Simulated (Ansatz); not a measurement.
GeO$_{2}$:
```
GeO2
1.0
    4.41246     0.00000     0.00000
    0.00000     4.41246     0.00000
    0.00000     0.00000     2.87074
Ge O
2 4
Direct
  0.50000   0.50000   0.50000
  0.00000   0.00000   0.00000
  0.69397   0.69397   0.00000
  0.30603   0.30603   0.00000
  0.80603   0.19397   0.50000
  0.19397   0.80603   0.50000
```

Relaxed with r²SCAN.

### Question
Give the optical modes at the zone centre with their infrared activity from DFPT, r²SCAN in the plane-wave PAW code Ansatz.

### Answer
Transverse frequencies, without the LO–TO term; a row sums one degenerate level.

| ω (cm⁻¹) | degeneracy | IR ((D/Å)²/amu) | activity | symmetry |
|---|---|---|---|---|
| 167 | 1 | 0.00 | IR-inactive | B1g |
| 212 | 1 | 0.00 | IR-inactive | B1u |
| 309 | 2 | 44.64 | IR | Eu |
| 362 | 2 | 0.07 | IR | Eu |
| 475 | 1 | 0.00 | IR-inactive | A2g |
| 499 | 1 | 40.70 | IR | A2u |
| 521 | 2 | 0.00 | IR-inactive | Eg |
| 647 | 1 | 0.00 | IR-inactive | B1u |
| 648 | 2 | 32.28 | IR | Eu |
| 689 | 1 | 0.00 | IR-inactive | A1g |
| 855 | 1 | 0.00 | IR-inactive | B2g |

### Question
How high does the top mode go among those that the LO–TO term moves?

### Answer
820 cm⁻¹ for q along x, 820 cm⁻¹ for q along y, 785 cm⁻¹ for q along z.

Space group P4_2/mnm (rutile). The r²SCAN relaxation kept the symmetry of its start; of distortions, only those at the zone centre were tested.

Potentials: the earlier of the program's two PAW sets.
